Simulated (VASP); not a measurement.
Input of a VASP 6.6.1 run:

File INCAR:

```
SYSTEM = Si
PREC = Accurate
ENCUT = 600
EDIFF = 1E-6
ISMEAR = -1
SIGMA = 0.05
LREAL = .FALSE.
LASPH = .TRUE.
NELM = 80
ALGO = Normal
ISIF = 2
LWAVE = .FALSE.
LCHARG = .FALSE.
LDIPOL = .TRUE.
IDIPOL = 3
DIPOL = 0.5 0.5 0.294
GGA = PE
```

KPOINTS

```
Automatic mesh
0
G
  11 11 1
  0 0 0
```

The input POSCAR:

```
Si
1.0
    2.3993200000      0.0000000000      0.0000000000
    0.0000000000      2.4179400000      0.0000000000
    0.0000000000      0.0000000000     23.8000000000
Si
1
Direct
    0.5000000000      0.5000000000      0.2941200000
```

Potentials or basis: VASP PAW PBE potentials, release 54 (Si).

Launch:

```sh
$ cat potpaw_PBE.54/Si/POTCAR > POTCAR
$ mpirun -np 1 vasp_std > vasp.out
```

Q: Estimate the band gap on the k mesh.

A: None (metal or under the smearing width).
